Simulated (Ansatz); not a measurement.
Take RuO2 in the rutile structure (space group P4_2/mnm, No. 136; a = 4.4799 Å, c = 3.1069 Å) as the base.

Structures relaxed with r2SCAN in Ansatz (plane waves to 500 eV, PAW, no spin-orbit coupling).

Base:

Simulated powder pattern, Cu Kα1, λ = 1.54056 Å (kinematic, ideal powder, no thermal factors, no anomalous dispersion; the 8 strongest lines at most, above 2 %, up to 2θ = 90°):

```
2θ (°)  I/Imax (%)    hkl
------  ----------  -----
28.15          100  (110)
35.12           81  (101)
40.23           20  (200)
54.45           63  (211)
58.20           15  (220)
65.87           13  (310)
67.04           15  (112)
69.82           19  (301)
```

After one change:

Simulated powder pattern, Cu Kα1, λ = 1.54056 Å (kinematic, ideal powder, no thermal factors, no anomalous dispersion; the 8 strongest lines at most, above 2 %, up to 2θ = 90°):

| 2θ (°) | I/Imax (%) |
|---|---|
| 28.71 | 100 |
| 35.58 | 82 |
| 41.05 | 20 |
| 55.43 | 63 |
| 59.46 | 15 |
| 67.34 | 13 |
| 67.89 | 15 |
| 71.24 | 18 |

Task: Which change produced these results?
(A) pressure 50 GPa
(B) pressure 75 GPa
(C) pressure −1 GPa
(D) pressure 15 GPa

Result: D, pressure 15 GPa. Its volume per atom is 9.91 Å³ against 10.39 Å³, and its space group is P4_2/mnm (No. 136).

Load acts through the strain it causes; cell and atoms are relaxed under it. Stability against distortions was not tested. No other phases were tried under pressure. Seeded moments were not kept for the base. No Hubbard U is applied, and correlation can decide whether such a compound is a metal. All final runs are without spin polarisation.

Ansatz is a program for electronic structure.
